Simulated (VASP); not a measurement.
A run of VASP 6.6.1 is set up as follows.

INCAR

```
SYSTEM = TiS2
  ALGO = Normal
  EDIFF = 1E-7
  EDIFFG = -0.005
  ENCUT = 600
  GGA = PE
  IBRION = 2
  ISIF = 3
  ISMEAR = 1
  IVDW = 12
  LASPH = .True.
  LCHARG = .False.
  LREAL = .False.
  LWAVE = .False.
  NELM = 80
  NSW = 90
  PREC = Accurate
  SIGMA = 0.1
```

Contents of KPOINTS:

```
k-points
0
Gamma
  12 12 7
  0 0 0
```

Contents of POSCAR:

```
TiS2                                    
1.0
    3.3584555061      0.0000000000     -0.0000000000
   -1.6792277531      2.9085077858     -0.0000000000
    0.0000000000     -0.0000000000      5.5230876405
  Ti              S             
     1     2
Direct
     0.0000000000000000    0.0000000000000000    0.0000000000000000
     0.3333333332999970    0.6666666667000030    0.2587672932822837
     0.6666666667000030    0.3333333332999970    0.7412327067177162
```

Potentials or basis: VASP PAW PBE potentials, release 64 (Ti_sv, S).

The run is started by

```bash
$ cat potpaw_PBE.64/Ti_sv/POTCAR potpaw_PBE.64/S/POTCAR > POTCAR
$ mpirun -np 1 vasp_std > vasp.out
```

Q: What does it give for the band gap on the k mesh?

A: None (metal or under the smearing width).

Q: Predict the dispersion energy per atom.

A: -0.410 eV.

Final structure:
```xyz
3
Lattice="3.3585 0.0000 0.0000 -1.6792 2.9085 0.0000 0.0000 0.0000 5.5231" Properties=species:S:1:pos:R:3 pbc="T T T"
Ti    0.0000    0.0000    0.0000
S     0.0000    1.9390    1.4292
S     1.6792    0.9695    4.0939
```

Caveat: the relaxation stopped at its first step, so nothing moved.
